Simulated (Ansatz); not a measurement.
# Straining Rh

Level of theory: DFT r2SCAN, scalar-relativistic, plane waves, PAW (Ansatz 0.2.0). Settings: 500 eV cutoff, 24×24×12 k-mesh, Gaussian smearing of 0.10 eV, no spin polarisation.

Starting point, cell and atoms relaxed:

```
Rh
1.0
     2.70364    0.00000    0.00000
    -1.35182    2.34142    0.00000
     0.00000    0.00000    4.34862
Rh
2
Direct
  0.66667 0.33333 0.75000
  0.33333 0.66667 0.25000
```

Deformation: uniaxial strain along c, with the lengths of a and b and the atoms relaxed and the angles held, all within the symmetry that the strain leaves. Energies are extrapolated to zero smearing. On this cell's mesh the reference holds a stress of up to 0.50 GPa.

```
strain (%)  ΔE (meV/atom) a (Å) b (Å) c (Å)
      -6.0           63.6  2.766  2.766  4.088
      -4.0           28.9  2.741  2.741  4.175
      -2.0            7.8  2.720  2.720  4.262
      +0.0            0.0  2.704  2.704  4.349
      +2.0            4.7  2.687  2.687  4.436
      +4.0           19.9  2.673  2.673  4.523
      +6.0           44.4  2.661  2.661  4.610
```

(1) What stiffness (1/V) d²E/dε² at zero strain does a cubic fit over all points give?

(2) How does the free axis a answer a small strain?

## Answers

(1) A cubic fit gives (1/V) d²E/dε² = 348 GPa at zero strain (Young's modulus along this axis, angles held).

(2) Between the innermost points its strain is -0.31 times the applied one.

This form isn't the element's structure at ambient conditions.